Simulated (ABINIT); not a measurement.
Crystal: AlN.

```xyz
4
Lattice="3.1130 0.0000 0.0000 -1.5565 2.6959 0.0000 0.0000 0.0000 4.9810" Properties=species:S:1:pos:R:3 pbc="T T T"
Al    1.5565    0.8986    2.4905
Al    0.0000    1.7973    0.0000
N     1.5565    0.8986    4.3833
N     0.0000    1.7973    1.8928
```

Base run:

* Program: ABINIT 10.8.3 (patched build)
* Functional: PBE0
* Potentials or basis: PseudoDojo NC SR PBE v0.4.1 standard
* Cutoff: 952 eV
* k mesh: 6 × 6 × 4
* Occupations: fixed
* Spin: no spin polarisation

Its results: band gap on the k mesh 6.27 eV, direct; pressure -1.9 GPa; largest force 0.130 eV/Å.

The run is repeated on the same cell with these changes: functional from PBE0 to PBE. What comes out?

Band gap on the k mesh 4.22 eV, direct; pressure 2.7 GPa; largest force 0.132 eV/Å.

PBE0 gives the wider gap, since exact exchange removes part of the self-interaction.

Caveats: the potentials were made for another functional, which shifts forces and pressure (some runs).

